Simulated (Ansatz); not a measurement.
**Ti6O — electric field gradients**

The cell is a computed structure from the Materials Project (it need not be an observed phase), atoms as given.

Space group P-31c (No. 163); a = 5.1053, c = 9.4549 Å, γ = 120.00°.

```csv
site,Wyckoff,site symmetry,x,y,z
Ti,12i,1,0.6682,0.6638,0.3812
O,2d,3.2,0.6667,0.3333,0.2500
```

One atom of each set is listed.

Level of theory: DFT, r2SCAN, plane waves and PAW (field gradients read without the response of the frozen cores, which leaves them typically 4 to 6 % off), scalar-relativistic, 500 eV cutoff, Γ-centred 8×8×4 k-points, Fermi–Dirac smearing 0.05 eV (Ansatz 0.2.0).

V_zz is the principal component of the electric field gradient with the largest magnitude, η = (V_xx − V_yy)/V_zz and C_Q = eQV_zz/h.

49Ti: I = 7/2, Q = 247.0 mb; ¹⁷O: I = 5/2, Q = -25.58 mb. Nuclear quadrupole moments: year-2017 set (Pyykkö).

```csv
site,atoms,first shell,V_zz (10²¹ V/m²),η,C_Q (MHz)
Ti,12,1 O at 2.09 Å,-2.39,0.42,-14.3
O,2,6 Ti at 2.09 Å,-0.19,0.00,0.119
```

An axis of threefold or higher order runs through O, so V_zz lies along it and η is zero.

The run finds no gap above 0.1 eV (a metal, or nearly one), so the gradients can move by 10 % or more with the k-mesh. Semilocal functionals can leave a metal where correlation in the d or f shell opens a gap in the real compound, and that would change the values at and beside Ti.
